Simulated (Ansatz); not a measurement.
input.yaml

```yaml
crystal:
  lattice:
    - [4.5673748306, 0.0, 0.0]
    - [-2.2836874153, 3.9554626319, 0.0]
    - [0.0, 0.0, 2.82624427]
  atoms:
    - { symbol: Ti, position: [0.0, 0.0, 0.0] }
    - { symbol: Ti, position: [0.3333333333, 0.6666666667, 0.5] }
    - { symbol: Ti, position: [0.6666666667, 0.3333333333, 0.5159221906] }
basis:
  ecutwfc: 420
kpoints:
  mp_grid: { grid: [9, 9, 14] }
hamiltonian:
  xc: pbe
scf:
  occupations: { method: gaussian, width: 0.1 }
output:
  forces: true
  stress: true
  eigenvalues: true
```

Launched with
```bash
ansatz run input.yaml --threads 1 --pin off --max-ram 1331MiB --backend cpu --events-out ev --progress --plain --runs-dir out
```

Theory: DFT PBE, scalar-relativistic, plane waves, PAW (Ansatz).

Part of what the program printed, abridged:

```
Pseudopotentials: kind: paw
Pseudopotential: Ti, paw, valence charge 12, recommended cutoff 420 eV (normal)
Functional definition: PBE
Crystal: 3 atoms, lattice volume = 51.059 Å³
Basis set: ecut = 420 eV, 975 PW (Γ), exchange–correlation on 64×64×40 points (8 copies of the dense FFT grid, shifted against one another)
Bands: 22, of which v1, the nominal top of the filled ones, is band 18 counted from 1 (17 counted from 0)
Symmetry: 6 space group operations
Space group: P3m1 (ITA 156), of the structure as read, at distance tolerance 3.7e-5 Å
k-points: 138 of 1134 (time reversal used)
Initial density: superposition of atomic densities (neutral atoms: chi_scale 0, normalization atom), corrected by the library's trained network
Initial wavefunctions: pseudopotential atomic-orbital guess
Functional: x = pbe(κ = 0.804, μ = 0.21951497), c = pbe(β = 0.06672455)
SCF iter   1: F=—  HF=-7499.031539 eV  |F-HF|=—  |Δ(HF+E_count)|=         —  Δρ=1.09e-2  dr2=8.17e-2  ethr=1.77e-3  ⟨swp⟩=3.9  Hψ=10139  notcnv=0
SCF iter   2: F=—  HF=-7499.023733 eV  |F-HF|=—  |Δ(HF+E_count)|=   7.81e-3  Δρ=6.83e-3  dr2=3.80e-2  ethr=2.27e-4  ⟨swp⟩=1.0  Hψ=4140  notcnv=0
SCF iter   3: F=—  HF=-7499.019608 eV  |F-HF|=—  |Δ(HF+E_count)|=   4.12e-3  Δρ=8.59e-4  dr2=7.36e-4  ethr=1.06e-4  ⟨swp⟩=2.0  Hψ=3816  notcnv=0
SCF iter   4: F=—  HF=-7499.019581 eV  |F-HF|=—  |Δ(HF+E_count)|=   2.73e-5  Δρ=2.65e-4  dr2=7.29e-5  ethr=2.04e-6  ⟨swp⟩=2.0  Hψ=3806  notcnv=0
SCF iter   5: F=—  HF=-7499.019541 eV  |F-HF|=—  |Δ(HF+E_count)|=   3.96e-5  Δρ=6.58e-5  dr2=2.58e-6  ethr=2.03e-7  ⟨swp⟩=1.8  Hψ=3228  notcnv=0
SCF iter   6: F=—  HF=-7499.019541 eV  |F-HF|=—  |Δ(HF+E_count)|=   1.34e-7  Δρ=1.57e-5  dr2=1.89e-7  ethr=7.16e-9  ⟨swp⟩=2.1  Hψ=3950  notcnv=0
SCF iter   7: F=-7499.019541 eV  HF=-7499.019541 eV  |F-HF|=8.91e-10  |Δ(HF+E_count)|=   1.30e-8  Δρ=1.98e-6  dr2=1.88e-9  ethr=2.78e-10  ⟨swp⟩=4.2  Hψ=9365  notcnv=0
SCF 1 converged in 7 iterations: F = -7499.019541 eV  dr2 = 1.88e-9
SCF converged after 7 iterations
Free energy (F): -7499.019541 eV
Harris-Foulkes:  -7499.019541 eV  (|F-HF|=8.91e-10)
Internal energy: -7499.006158 eV  (E = F + TS)
E sigma→0 (E₀):  -7499.012850 eV
Entropy (-TS):   -0.013383 eV (-4.461 meV/atom)
Fermi energy:    13.578076 eV
--- Per-component energies (eV) ---
  E_band       = -461.839520
  E_kinetic    = 818.543603
  E_local      = -2414.725889  (includes V_loc(G=0)·N_el)
  E_nonlocal   = 24.507076
  E_hartree    = 994.758132
  E_xc         = -292.868118
  E_vxc        = -366.451778  (∫ρ·V_xc dr)
  E_paw        = -3143.108253  (= ΣΔE_a)
  E_vpaw       = -513.227659  (= ΣTr[D̂ρ^β])
  E_aug_tail   = 0.000367  (compensation charges beyond the density's cutoff)
  E_ewald      = -3486.113076
  E_smearing   = -0.013383  (= −TS)
--- Forces (eV/Å), atoms counted from 1 ---
  atom   1  Ti     0.00000000     0.00000000     0.12789416
  atom   2  Ti     0.00000000     0.00000000     0.01172668
  atom   3  Ti     0.00000000     0.00000000    -0.13962069
--- Stress (GPa, compression-positive) ---
        0.873349       0.000000       0.000000
        0.000000       0.873349       0.000000
        0.000000       0.000000       0.820798
  P = ⅓ Tr σ = 0.8558 GPa (8.558 kbar)
--- Band table (eV; the first three rows and the last of 138) ---
  k-point 0: bands = ["-43.2528", "-42.9891", "-42.8210", "-19.5823", "-19.5823", "-19.4770", "-19.4770", "-19.1934", "-18.9895", "-18.9063", "-18.8727", "-18.8727", "7.4896", "11.6285", "12.8736", "12.8736", "12.9642", "12.9642", "13.5626", "14.2708", "14.8787", "14.8787"]
  k-point 1: bands = ["-43.2493", "-42.9869", "-42.8184", "-19.5774", "-19.5774", "-19.4739", "-19.4739", "-19.2147", "-19.0153", "-18.9278", "-18.8730", "-18.8730", "7.6062", "11.7197", "12.7952", "12.7952", "12.9089", "12.9089", "13.7156", "14.3696", "14.8373", "14.8373"]
  k-point 2: bands = ["-43.2397", "-42.9808", "-42.8109", "-19.5636", "-19.5636", "-19.4651", "-19.4651", "-19.2739", "-19.0875", "-18.9878", "-18.8742", "-18.8742", "7.9466", "11.9654", "12.5809", "12.5809", "12.7568", "12.7568", "14.1624", "14.6634", "14.7761", "14.7761"]
  k-point 137: bands = ["-43.1823", "-42.8574", "-42.8565", "-19.7363", "-19.5846", "-19.5836", "-19.3483", "-19.3147", "-19.3145", "-19.1516", "-19.1507", "-18.8087", "10.9377", "12.1377", "12.1530", "12.4683", "12.4860", "12.6246", "14.2026", "14.2461", "14.3728", "14.4178"]
```

The run converged.

The run took 23 s on 1 thread of Arm Neoverse N1, with other jobs on the host, peak memory 0.42 GiB.